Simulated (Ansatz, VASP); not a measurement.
**One calculation of Re, two programs**

Contents of INCAR:

```
SYSTEM = Re
  PREC = Accurate
  ENCUT = 520
  EDIFF = 1E-7
  ISMEAR = -1
  SIGMA = 0.05
  LREAL = .False.
  LASPH = .True.
  NELM = 80
  ALGO = Normal
  ISIF = 2
  LWAVE = .False.
  LCHARG = .False.
  GGA = PS
  NBANDS = 14
```

KPOINTS

```
Automatic mesh
0
Gamma
  12 12 12
  0 0 0
```

Contents of POSCAR:

```
Re
1.0
    0.0000000000      2.6494807338      2.6494807338
    2.6494807338      0.0000000000      2.6494807338
    2.6494807338      2.6494807338      0.0000000000
Re
2
Direct
   -0.1250000000     -0.1250000000     -0.1250000000
    0.1250000000      0.1250000000      0.1250000000
```

Input for Ansatz:

```yaml
crystal:
  lattice:
    - [0.0, 2.6494807338, 2.6494807338]
    - [2.6494807338, 0.0, 2.6494807338]
    - [2.6494807338, 2.6494807338, 0.0]
  atoms:
    - { symbol: Re, position: [-0.125, -0.125, -0.125] }
    - { symbol: Re, position: [0.125, 0.125, 0.125] }
kpoints:
  mp_grid: { grid: [12, 12, 12] }
scf:
  occupations: { method: fermi_dirac, width: 0.05 }
hamiltonian:
  xc: pbesol
  pseudopotentials: { kind: all_electron, datasets: crystal }
output:
  forces: true
  stress: true
  eigenvalues: true
```

Change from the starting cell: volume scaled by 0.85, crystal datasets.

Alike in both runs: task single point; functional PBEsol; k mesh 12 × 12 × 12; occupations fermi-dirac, width 0.05 eV; no spin polarisation.

|  | VASP | Ansatz |
| --- | --- | --- |
| version | VASP 6.6.1 | Ansatz 0.2.0 |
| potentials or method | VASP PAW PBE potentials, release 64 (Re) | all-electron PAW with datasets made for the crystal, scalar-relativistic |
| plane-wave cutoff (eV) | 520 | see its input |

Ansatz gave:

- pressure (GPa): 43.5

Question: Which values does VASP return?

Answer: Pressure (GPa): 39.6.

Ansatz ran all-electron here, so the differences hold the error of VASP's frozen core and of both bases.

Caveats: so large a pressure means that the cell lies far from this level's equilibrium, or that cutoff or potentials fall short (VASP); the potentials were made for another functional, which shifts forces and pressure (VASP). Spin-orbit coupling is left out, which matters for the levels of Re.
